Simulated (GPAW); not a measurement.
## HgTe (Coloradoite) in GPAW: convergence with bands over the usual count

Input of the first run (bands over the usual count 0.72); the others differ in this setting and in those tied to it:

The input run.py:

```python
from ase.dft.bandgap import bandgap
from ase.io import read, write
from ase.units import GPa
from gpaw import GPAW, PW

atoms = read('HgTe.xyz')

calc = GPAW(mode=PW(600),
            xc='PBE',
            kpts={'size': (7, 7, 7), 'gamma': True},
            occupations={'name': 'fermi-dirac', 'width': 0.05},
            nbands=13,
            convergence={'density': 1e-05, 'energy': 1e-05},
            maxiter=100,
            txt='gpaw.txt')
atoms.calc = calc
energy = atoms.get_potential_energy()
forces = atoms.get_forces()
stress = atoms.get_stress()
calc.write('gs.gpw')
write('result.traj', atoms)
print(f'Energy: {energy:.6f} eV')
print('Forces (eV/A):')
print(forces.round(4))
print('Stress (GPa):', (stress / GPa).round(3))
print('Fermi level:', round(calc.get_fermi_level(), 4), 'eV')
print(f'Gap: {bandgap(calc)[0]:.4f} eV, direct: {bandgap(calc, direct=True)[0]:.4f} eV')
```

HgTe.xyz

```xyz
2
Lattice="0.0000000000 3.2145000000 3.2145000000 3.2145000000 0.0000000000 3.2145000000 3.2145000000 3.2145000000 0.0000000000" Properties=species:S:1:pos:R:3 pbc="T T T"
Hg     0.0000000000      0.0000000000      0.0000000000
Te     4.8217500000      4.8217500000      4.8217500000
```

Potentials or basis: GPAW PAW data sets (gpaw-data 1.2.1), pw.

Command:

```console
$ OMP_NUM_THREADS=1 python run.py
```

Hardware: 1 thread of Arm Neoverse V2, with other jobs on the host.

| bands over the usual count | energy less the tightest run, at zero smearing (meV/atom) | SCF cycles | CPU time (s) | peak memory (GiB) |
| --- | --- | --- | --- | --- |
| 0.72 | 0.00 | 11 | 13 | 0.16 |
| 0.8 | 0.00 | 11 | 13 | 0.16 |
| 0.9 | 0.00 | 10 | 14 | 0.17 |
| 1 | 0.00 | 10 | 15 | 0.17 |
| 1.3 | 0.00 | 9 | 18 | 0.17 |
| 1.7 | 0.00 | 9 | 23 | 0.18 |
| 2.5 | 0.00 | 9 | 33 | 0.19 |

Against the tightest run, the energy stays within 1 meV/atom from 0.72 on. The tightest run that finished is the yardstick and may itself not be fully converged.

The run has no spin-orbit coupling, so splittings on Hg, Te are missing.
